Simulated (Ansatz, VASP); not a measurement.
# In4Sb3As (random alloy of the zinc-blende InAs-InSb line, x = 0.75): VASP beside Ansatz, part 2 of 2

Wanted: the spread between two codes on one cell, functional and k mesh. Of the first pair: The structure shown is the start of the Ansatz relaxation below; VASP solves that cell, so the two are compared at the walk's first step.

VASP 6.6.1 and Ansatz 0.2.0.

So far: Set-up; Ansatz: relaxation, PBE.

### 3. VASP: single point, PBE, start cell, pair 1

Level of this step: PBE; plane waves and PAW (In_d, As, Sb) (VASP).

The same cell, functional, mesh and smearing now go to VASP, with its own data sets.

Lines of VASP's logs that name or quote its potential files are left out, and so is its time.

INCAR reads:

```
SYSTEM = In4Sb3As
PREC = Accurate
ENCUT = 400
EDIFF = 1E-06
NELM = 120
ISMEAR = -1
SIGMA = 0.05
LREAL = Auto
ALGO = Normal
GGA = PE
NBANDS = 336
LORBIT = 11
LWAVE = .FALSE.
LCHARG = .FALSE.
ISIF = 2
LASPH = .TRUE.
GGA_COMPAT = .FALSE.
NCORE = 2
```

POSCAR reads:

```
In4Sb3As
1.0
   13.0400000000      0.0000000000      0.0000000000
    0.0000000000     13.0400000000      0.0000000000
    0.0000000000      0.0000000000     13.0400000000
In As Sb
32 8 24
Direct
    0.0024923313      0.9990567485      0.9991871166
    0.0026763804      0.2488266871      0.2504907975
    0.2495092025      0.9994095092      0.2517407975
    0.2500613497      0.2508895706      0.9983128834
    0.0013803681      0.9989493865      0.4998082822
    0.9989417178      0.2493865031      0.7489493865
    0.2482898773      0.0003604294      0.7525536810
    0.2488496933      0.2525996933      0.5000766871
    0.0001763804      0.5009509202      0.0004601227
    0.9996779141      0.7508972393      0.2512883436
    0.2488420245      0.5019171779      0.2507898773
    0.2517407975      0.7523312883      0.0033512270
    0.0002530675      0.5013420245      0.5004831288
    0.0003527607      0.7511733129      0.7496625767
    0.2502990798      0.5001763804      0.7489723926
    0.2518404908      0.7502837423      0.4994171779
    0.4994708589      0.0000690184      0.9990490798
    0.5006211656      0.2509125767      0.2483205521
    0.7495935583      0.0000536810      0.2478911043
    0.7505368098      0.2479907975      0.9999386503
    0.4999616564      0.9988113497      0.5019478528
    0.5025000000      0.2505214724      0.7481595092
    0.7481134969      0.0008435583      0.7512193252
    0.7512269939      0.2500690184      0.4997085890
    0.5008128834      0.5002070552      0.0001226994
    0.4995168712      0.7462730061      0.2515874233
    0.7497929448      0.4998236196      0.2500306748
    0.7503834356      0.7495475460      0.0007592025
    0.5033588957      0.4970935583      0.4990107362
    0.5000690184      0.7496472393      0.7520398773
    0.7480521472      0.5004831288      0.7507668712
    0.7508588957      0.7503680982      0.5004294479
    0.1233512270      0.1263266871      0.1214723926
    0.3767638037      0.3763803681      0.1257668712
    0.1235582822      0.1245935583      0.6258128834
    0.3761426380      0.1247085890      0.8736426380
    0.1264263804      0.8754371166      0.3763573620
    0.3755828221      0.6251917178      0.8767331288
    0.6259509202      0.6253604294      0.1260506135
    0.6283512270      0.8756825153      0.3748466258
    0.1246165644      0.3772392638      0.3718404908
    0.3733128834      0.1247392638      0.3736503067
    0.1236963190      0.3739723926      0.8749769939
    0.3740184049      0.3752914110      0.6282208589
    0.1244631902      0.6232515337      0.1244631902
    0.3745398773      0.6257515337      0.3748773006
    0.3728604294      0.8727914110      0.1242331288
    0.1219018405      0.6245322086      0.6262730061
    0.1246932515      0.8752914110      0.8756288344
    0.3740184049      0.8756518405      0.6251226994
    0.6260736196      0.1243098160      0.1268788344
    0.6252607362      0.3761426380      0.3735429448
    0.8754831288      0.1263036810      0.3736809816
    0.8725230061      0.3767177914      0.1256288344
    0.6280214724      0.1221472393      0.6269018405
    0.6263190184      0.3747162577      0.8740720859
    0.8740414110      0.1257975460      0.8732361963
    0.8748389571      0.3763266871      0.6261503067
    0.8732822086      0.6242101227      0.3734662577
    0.8747315951      0.8765107362      0.1253297546
    0.6263803681      0.6288803681      0.6246165644
    0.6245628834      0.8760429448      0.8745092025
    0.8769785276      0.6248312883      0.8740490798
    0.8748926380      0.8767791411      0.6255674847
```

KPOINTS reads:

```
Automatic mesh
0
Gamma
1 1 1
0 0 0
```

PAW data sets: In_d, As and Sb (PBE family, release 64).

The run is started by

```console
mpirun -np 8 vasp_gam
```

Numbers of over 12 decimals in the logs are rounded to 6 here.

What it wrote:

```text
[banner, memory and clock lines left out]
running    8 mpi-ranks, on    1 nodes
[...]
LDA part: xc-table for (Slater+PW92), standard interpolation
 POSCAR, INCAR and KPOINTS ok, starting setup
[...]
entering main loop
       N       E                     dE             d eps       ncg     rms          rms(c)
DAV:   1     0.738212062756E+04    0.73821E+04   -0.21675E+05   688   0.171E+03
DAV:   2     0.125995966896E+04   -0.61222E+04   -0.60265E+04   680   0.495E+02
DAV:   3    -0.583175735580E+02   -0.13183E+04   -0.12501E+04   752   0.227E+02
DAV:   4    -0.217789049867E+03   -0.15947E+03   -0.15171E+03   784   0.750E+01
[...]
DAV:  16    -0.222021656614E+03   -0.44407E-05   -0.11508E-05   568   0.529E-03    0.277E-02
DAV:  17    -0.222021659220E+03   -0.26058E-05   -0.26072E-06   480   0.536E-03    0.144E-02
DAV:  18    -0.222021659642E+03   -0.42131E-06   -0.22219E-06   504   0.465E-03
   1 F= -.22202166E+03 E0= -.22192649E+03  d E =-.190339E+00
```

From OUTCAR (step 3):

```text
  Total       14.2195129     14.1102990     14.0985061      1.0803010      1.6969161     -0.9156829
  in kB       10.2745434     10.1956290     10.1871078      0.7805893      1.2261347     -0.6616418
  external PRESSURE =      10.2190934 kB  Pullay stress =       0.0000000 kB

 POSITION                                       TOTAL-FORCE (eV/Angst)
 -----------------------------------------------------------------------------------
      0.03250     13.02770     13.02940         0.116688      0.642002      0.470278
      0.03490      3.24470      3.26640         0.212643     -0.333214     -0.718436
      3.25360     13.03230      3.28270        -0.980605     -0.017302     -0.246800
      3.26080      3.27160     13.01800         0.581759     -0.482928      0.538498
      0.01800     13.02630      6.51750         0.783439      0.137582     -0.048296
     13.02620      3.25200      9.76630         0.500108     -0.404678     -0.447381
      3.23770      0.00470      9.81330         0.148444      0.926906     -0.171105
      3.24500      3.29390      6.52100        -0.426919     -0.546355      0.392838
      0.00230      6.53240      0.00600        -0.103390     -0.209092     -0.052063
     13.03580      9.79170      3.27680         0.489614      0.400668      0.362221
      3.24490      6.54500      3.27030         0.653069     -0.489106     -0.573342
      3.28270      9.81040      0.04370         0.086682     -0.805330     -0.789700
      0.00330      6.53750      6.52630        -0.147517     -0.124198     -0.136113
      0.00460      9.79530      9.77560        -0.094812      0.060991      0.035122
[...]
-----------------------------------------------------------------------------------
    total drift:                                0.011256     -0.009545     -0.011194

  FREE ENERGIE OF THE ION-ELECTRON SYSTEM (eV)
  ---------------------------------------------------
  free  energy   TOTEN  =      -222.0216596415 eV

  energy  without entropy=     -221.8313205019  energy(sigma->0) =     -221.92649007

[... 2 further parts left out ...]
```

The run ends at a pressure of 1.02 GPa, with forces up to 1.1 eV/Å.

### 4. Comparison

Known differences besides the potentials themselves: the data sets hold 896 valence electrons in Ansatz (on its default PAW (the set named soft_2) files) and 576 in VASP; the cutoff is 420 eV in Ansatz and 400 eV in VASP (PREC = Accurate, projectors in real space). Total energies have different zeros and are not compared.

Forces on 10 of the 64 atoms, those with the largest forces and the largest differences (eV/Å; atoms numbered as in POSCAR):

| atom | Ansatz x, y, z | VASP x, y, z |
| --- | --- | --- |
| In3 | -0.982, -0.018, -0.249 | -0.981, -0.017, -0.247 |
| In4 | 0.584, -0.486, 0.539 | 0.582, -0.483, 0.538 |
| In7 | 0.149, 0.930, -0.173 | 0.148, 0.927, -0.171 |
| In11 | 0.656, -0.490, -0.577 | 0.653, -0.489, -0.573 |
| In12 | 0.087, -0.809, -0.789 | 0.087, -0.805, -0.790 |
| In15 | 0.262, 0.548, 0.722 | 0.260, 0.546, 0.718 |
| In26 | 1.060, 0.333, -0.190 | 1.056, 0.333, -0.189 |
| As38 | -0.075, 0.025, -0.052 | -0.069, 0.023, -0.048 |
| As40 | -0.238, -0.066, -0.007 | -0.243, -0.064, 0.000 |
| Sb45 | 0.060, 0.318, 0.043 | 0.051, 0.310, 0.035 |

The forces differ by 2.7 meV/Å r.m.s., which is 0.8 % of the r.m.s. force of 0.337 eV/Å (both taken over all components).

### 5. Ansatz: relaxation, PBE

This run makes the geometry at which the two programs are then compared. The cell compared in this pair holds 2256.81 Å³, against 2217.34 Å³ for the pair before.

The structure compared here is the end of the Ansatz relaxation.

This is the run of step 2 again, met here at its other cell.

### 6. VASP: single point, PBE, relaxed cell, pair 2

The same cell, functional, mesh and smearing now go to VASP, with its own data sets.

INCAR: that of step 3 with these lines changed.

```diff
@@ -2,3 +2,3 @@
 PREC = Accurate
-ENCUT = 400
+ENCUT = 500
 EDIFF = 1E-06
```

POSCAR reads:

```
In4Sb3As
1.0
   13.1267040000     -0.0097430000     -0.0080960000
   -0.0097430000     13.1107510000     -0.0080660000
   -0.0080960000     -0.0080660000     13.1133280000
In As Sb
32 8 24
Direct
    0.0072000000      0.0046800000      0.0079000000
    0.0060300000      0.2425700000      0.2431100000
    0.2399800000      0.9990700000      0.2488100000
    0.2558800000      0.2450400000      0.0068300000
    0.0126900000      0.0006900000      0.5004200000
    0.0088100000      0.2443900000      0.7440900000
    0.2518100000      0.0116800000      0.7499200000
    0.2455200000      0.2435700000      0.5064800000
    0.0015800000      0.4990100000      0.9993800000
    0.0079000000      0.7567500000      0.2558100000
    0.2576700000      0.4924200000      0.2438000000
    0.2570200000      0.7453600000      0.9941200000
    0.0008500000      0.5004900000      0.4975300000
    0.9996200000      0.7518700000      0.7512500000
    0.2560000000      0.5069400000      0.7577000000
    0.2455200000      0.7574500000      0.4920300000
    0.4910900000      0.0063400000      0.9937100000
    0.4907700000      0.2563000000      0.2438100000
    0.7434700000      0.9952300000      0.2554000000
    0.7498200000      0.2496600000      0.9992300000
    0.5046200000      0.9931400000      0.4922400000
    0.4935500000      0.2432500000      0.7575100000
    0.7504000000      0.9984100000      0.7514500000
    0.7496400000      0.2494500000      0.4975700000
    0.4941400000      0.5054100000      0.0073600000
    0.5103000000      0.7513800000      0.2482300000
    0.7442100000      0.5076700000      0.2430400000
    0.7430500000      0.7456200000      0.0083500000
    0.4973200000      0.4993500000      0.5005500000
    0.4911800000      0.7447800000      0.7559100000
    0.7485500000      0.4982300000      0.7498400000
    0.7441200000      0.7568700000      0.4945200000
    0.1297000000      0.1248800000      0.1252500000
    0.3750000000      0.3750800000      0.1208800000
    0.1277800000      0.1229200000      0.6255300000
    0.3705100000      0.1273600000      0.8772900000
    0.1259800000      0.8794500000      0.3747700000
    0.3773500000      0.6233600000      0.8794000000
    0.6209200000      0.6255900000      0.1252500000
    0.6244900000      0.8735900000      0.3727000000
    0.1276000000      0.3715000000      0.3730500000
    0.3723000000      0.1232500000      0.3734000000
    0.1307300000      0.3718400000      0.8769200000
    0.3731600000      0.3736000000      0.6293500000
    0.1292000000      0.6253800000      0.1256600000
    0.3762600000      0.6275000000      0.3711400000
    0.3750100000      0.8756600000      0.1254800000
    0.1276400000      0.6275800000      0.6248000000
    0.1292800000      0.8786900000      0.8754700000
    0.3736000000      0.8770500000      0.6248100000
    0.6210200000      0.1253200000      0.1253500000
    0.6231100000      0.3768200000      0.3710500000
    0.8783900000      0.1217400000      0.3746600000
    0.8753700000      0.3751200000      0.1262000000
    0.6228900000      0.1232600000      0.6249800000
    0.6194500000      0.3767400000      0.8787700000
    0.8799400000      0.1246500000      0.8755900000
    0.8774200000      0.3732200000      0.6247300000
    0.8741900000      0.6289300000      0.3731400000
    0.8754800000      0.8755600000      0.1283400000
    0.6229400000      0.6274900000      0.6255000000
    0.6211000000      0.8737600000      0.8775200000
    0.8725900000      0.6259200000      0.8774800000
    0.8771000000      0.8772900000      0.6217700000
```

KPOINTS is that of step 3.

The run is started by

```console
mpirun -np 8 vasp_gam
```

What it wrote:

```text
[... set-up lines as in an earlier step ...]
 entering main loop
       N       E                     dE             d eps       ncg     rms          rms(c)
DAV:   1     0.797738022469E+04    0.79774E+04   -0.24409E+05   672   0.195E+03
DAV:   2     0.147801534763E+04   -0.64994E+04   -0.63998E+04   672   0.552E+02
DAV:   3    -0.257747735921E+02   -0.15038E+04   -0.14249E+04   752   0.243E+02
DAV:   4    -0.217837092503E+03   -0.19206E+03   -0.18213E+03   792   0.820E+01
[...]
DAV:  16    -0.223935227369E+03   -0.33930E-05   -0.21527E-06   504   0.472E-03    0.403E-03
DAV:  17    -0.223935229228E+03   -0.18590E-05   -0.12762E-06   448   0.418E-03    0.133E-03
DAV:  18    -0.223935229615E+03   -0.38683E-06   -0.26174E-07   384   0.266E-03
   1 F= -.22393523E+03 E0= -.22384013E+03  d E =-.190197E+00
```

OUTCAR, selected parts (step 6):

```text
  Total       -0.1283023     -0.1409055     -0.1088360      0.0579089     -0.0243451      0.0149163
  in kB       -0.0910855     -0.1000329     -0.0772658      0.0411112     -0.0172833      0.0105895
  external PRESSURE =      -0.0894614 kB  Pullay stress =       0.0000000 kB

 POSITION                                       TOTAL-FORCE (eV/Angst)
 -----------------------------------------------------------------------------------
      0.09440      0.06122      0.10350         0.008097     -0.006110      0.001682
      0.07482      3.17826      3.18598        -0.002858     -0.006117     -0.004439
      3.13840     13.09421      3.25273         0.002907     -0.007089     -0.000905
      3.35642      3.21011      0.08552        -0.007752      0.003326      0.000493
      0.16252      0.00489      6.56206        -0.000297      0.003730      0.002272
      0.10724      3.19805      9.75545        -0.002466      0.000635     -0.000620
      3.29925      0.14463      9.83181         0.005480      0.000915     -0.001286
      3.21639      3.18691      6.63769        -0.003355     -0.001257     -0.000367
      0.00779      6.53432     13.10116         0.001561     -0.003644     -0.003572
      0.09426      9.91942      3.34835         0.004833     -0.000002      0.004120
      3.37559      6.45152      3.19097         0.001737     -0.005038     -0.004064
      3.35852      9.76171     13.02813        -0.001944      0.003632     -0.006085
      0.00225      6.55778      6.52023         0.006651      0.004226     -0.007086
     13.10831      9.84178      9.83723        -0.007034      0.005881      0.002314
[...]
-----------------------------------------------------------------------------------
    total drift:                                0.046540     -0.035350     -0.085780

  FREE ENERGIE OF THE ION-ELECTRON SYSTEM (eV)
  ---------------------------------------------------
  free  energy   TOTEN  =      -223.9352296151 eV

  energy  without entropy=     -223.7450329676  energy(sigma->0) =     -223.84013129

[... 1 part as in an earlier step ...]

[... 1 further part left out ...]
```

The run ends at a pressure of -0.01 GPa, with forces up to 0.018 eV/Å.

### 7. Side by side

What differs besides the data sets and the points named for the pairs above, as far as they apply: the data sets hold 896 valence electrons in Ansatz (on its default PAW (the set named soft_2) files) and 576 in VASP; the cutoff is 420 eV in Ansatz and 500 eV in VASP (PREC = Accurate, projectors in real space). Total energies have different zeros and are not compared.

Both answers:

| quantity | Ansatz | VASP | difference |
| --- | --- | --- | --- |
| pressure (GPa) | -0.01 | -0.01 | 0.00 |

The largest component of a force difference here is 14 meV/Å. Our record labels this cell a metal in VASP alone; each run is judged by its own test, so with a small gap or wide smearing the label says little about the levels.

### 8. Results

| Item | Value |
| --- | --- |
| r.m.s. force difference (single point, PBE, start cell, pair 1) | 0.79 % of the r.m.s. force |
| difference in pressure (single point, PBE, relaxed cell, pair 2) | 9.3e-4 GPa |

The r.m.s. force difference is 0.79 % of the r.m.s. force (single point, PBE, start cell, pair 1), within the 3 % picked in this series as the mark of a large difference. The data sets hold unlike numbers of valence electrons (896 in Ansatz and 576 in VASP), so part of the differences may come from the potentials. Such differences can come from data sets, numerical settings and the points named under the comparisons, not from the functional's error against experiment.

[Lines on the potential files, build, host, timing and source positions are cut from VASP's logs without a mark.]

[Logs are printed without paths, hosts, clocks, repeated set-up lines and the standing remarks that a program may print on its own settings, such as how far it seeks lower states.]

[Hosts, paths, dates, database ids (printed as entryN), source tags and the programs' standing remarks are cut or masked in the printed files.]
